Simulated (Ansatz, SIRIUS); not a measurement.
**One calculation of La, 3 ways**

```
CELL_PARAMETERS angstrom
3.77000 0.00000 0.00000
-1.88500 3.26492 0.00000
0.00000 0.00000 12.15900
ATOMIC_POSITIONS crystal
La 0.66667 0.33333 0.25000
La 0.33333 0.66667 0.75000
La 0.00000 0.00000 0.50000
La 0.00000 0.00000 0.00000
```

Alike in all runs: task band structure; functional PBE; k mesh 8 × 8 × 3; occupations fermi-dirac, width 0.05 eV; no spin polarisation; no spin-orbit coupling.

```json
{"program and potentials": "Ansatz, all-electron LAPW, scalar-relativistic", "plane-wave cutoff (eV)": "-", "notes": "-", "band gap (eV)": "no gap"}
{"program and potentials": "SIRIUS, all-electron FP-LAPW (ZORA valence), apw+lo standard", "plane-wave cutoff (eV)": "-", "notes": "-", "band gap (eV)": "no gap"}
{"program and potentials": "SIRIUS, all-electron FP-LAPW (Koelling-Harmon valence), apw+lo standard", "plane-wave cutoff (eV)": "-", "notes": "-", "band gap (eV)": "no gap"}
```

None finds a gap.

The functional is the same throughout but for its coding, so the spread measures potentials, basis and numerics; runs on potential files found faulty are left out.
